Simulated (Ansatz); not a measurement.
SrF2 (fluorite)

```xyz
6
Lattice="0.0000 5.8573 5.8573 2.9286 0.0000 2.9286 2.9286 2.9286 0.0000" Properties=species:S:1:pos:R:3 pbc="T T T"
Sr     0.0000     0.0000     0.0000
Sr     2.9286     5.8573     2.9286
F      1.4643     1.4643     1.4643
F      1.4643     4.3930     4.3930
F      4.3930     4.3930     4.3930
F      4.3930     7.3216     7.3216
```

A phonon eigenvector at L = (0.5, 0.0, 0.0) is frozen into this cell: atom i moves by Q times the vector below, so Q is the largest atomic displacement, in Å. The cell is held. It is one choice among 2 degenerate patterns. (q is in reciprocal vectors of the primitive cell; the cell shown is doubled to hold the pattern.)

| atom | x | y | z |
|---|---|---|---|
| Sr1 | 0.285 | -0.520 | 0.805 |
| Sr2 | -0.285 | 0.520 | -0.805 |
| F3 | 0.150 | -0.274 | 0.424 |
| F4 | -0.150 | 0.274 | -0.424 |
| F5 | -0.150 | 0.274 | -0.424 |
| F6 | 0.150 | -0.274 | 0.424 |

These are PBE (plane waves to 420 eV, PAW, scalar-relativistic; Ansatz, a first-principles code) values and carry that method's errors. k mesh 5×10×10 (Γ-centred), Fermi-Dirac smearing 0.05 eV. Energies are smeared free energies. SrF2 was relaxed with its symmetry unable to fall. The zero of ΔE is the undisplaced structure.

```csv
Q (Å),ΔE (meV/cell)
-0.2800,231.4
-0.2333,160.3
-0.1867,102.4
-0.1400,withheld
-0.0933,25.5
-0.0467,6.4
0.0000,0.0
0.0467,6.4
0.0933,25.5
0.1400,withheld
0.1867,102.4
0.2333,160.3
0.2800,231.4
```

Task: Fit an even polynomial form (powers 2, 4) to the given rows and predict ΔE at Q = 0.1400.

Result: Least squares on the 11 given rows: ΔE = (2928)·Q² + (301.7)·Q⁴, in meV/cell with Q in Å; root-mean-square residual 0.02 meV/cell. At 0.1400 the fit gives 57.5 meV/cell; the calculation gives 57.5 meV/cell, the same to the digits shown. The quadratic term alone would give 57.4 meV/cell.

(A displaced cell: forces are minus the slopes of the energy, force constants its curvatures, and phonons follow from these.)
